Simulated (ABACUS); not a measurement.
PbS (Galena): single point with r2SCAN

The system is PbS (Galena).

```
CELL_PARAMETERS angstrom
0.00000 2.96575 2.96575
2.96575 0.00000 2.96575
2.96575 2.96575 0.00000
ATOMIC_POSITIONS crystal
Pb 0.00000 0.00000 0.00000
S 0.50000 0.50000 0.50000
```

| Item | Value |
| --- | --- |
| Program | ABACUS 3.10.1 |
| Task | single point |
| Functional | r2SCAN |
| Potentials or basis | SG15 ONCV 1.2 PBE |
| Cutoff | 993 eV |
| Density cutoff | 3973 eV |
| Basis | plane waves |
| k mesh | 5 × 5 × 5 |
| Occupations | fermi-dirac, width 0.05 eV |
| Spin | no spin polarisation |

```
Pressure : 0.0 GPa
```

Levels at points of the mesh, in eV from the Fermi level:
```tsv
k point	band 7	band 8	band 9	band 10	band 11	band 12	band 13	band 14
(0.00, 0.00, 0.00)	-6.80	-2.55	-2.55	-2.55	5.05	5.05	5.05	7.15
```

It took 7.4 s on 4 MPI ranks on AMD EPYC 9R45 96-Core Processor (Zen 5), with other jobs on the host, peak memory 0.4 GiB a rank.

Caveat: this odd mesh misses L, where the gap lies, so gap, dielectric constants and Born charges aren't listed; the potentials were made for another functional, which shifts forces and pressure. The run has no spin-orbit coupling, so splittings on Pb are missing.
